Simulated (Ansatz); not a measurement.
From formation energies to a reaction energy: Na4H

All numbers below come from Ansatz, DFT PBE, scalar-relativistic, plane waves, PAW. All cells share a 420 eV cutoff and Γ-centred k meshes spaced at most about 0.3 Å⁻¹ (about 0.25 or finer for metals, 2π included). No spin polarisation.

Energies over the elements count from the elements' standard structures at the same level (H₂ as a molecule), with no fitted energy shifts.

These are static total energies at zero pressure. With hydrogen, zero-point motion can shift formation energies by some tens of meV/atom.

A trial structure of Na4H (reached from: random cell; relaxed: space group Pm-3m (No. 221), a = 5.146 Å) has a formation energy of 0.044 eV/atom. At its composition the lowest mixture among the elements and 1 reference phase computed alike (others may be missing) consists of these:

| phase | source | ΔE_f (eV/atom) |
| --- | --- | --- |
| Na (solid) | element | -0.001 |
| NaH (Fm-3m) | COD | -0.196 |

The lowest database cell of Na (-0.001) lies slightly below the reference, hence the non-zero entry.

Question: Write the balanced decomposition and find its energy per atom, per formula unit and per mole of formula units.

Answer: Balancing Na and H gives Na4H → 3 Na + NaH. The left side holds 5 atoms, and the products take 3/5 (Na) and 2/5 (NaH) of them. The mixture therefore lies at 3/5 × (-0.001) + 2/5 × (-0.196) = -0.079 eV/atom. The reaction energy is -0.079 − (0.044) = -0.123 eV/atom. Times 5 atoms that is -0.615 eV per Na4H, and times 96.485 it is -59 kJ per mole of Na4H. Decomposition is downhill, so the trial structure is unstable against this mixture.
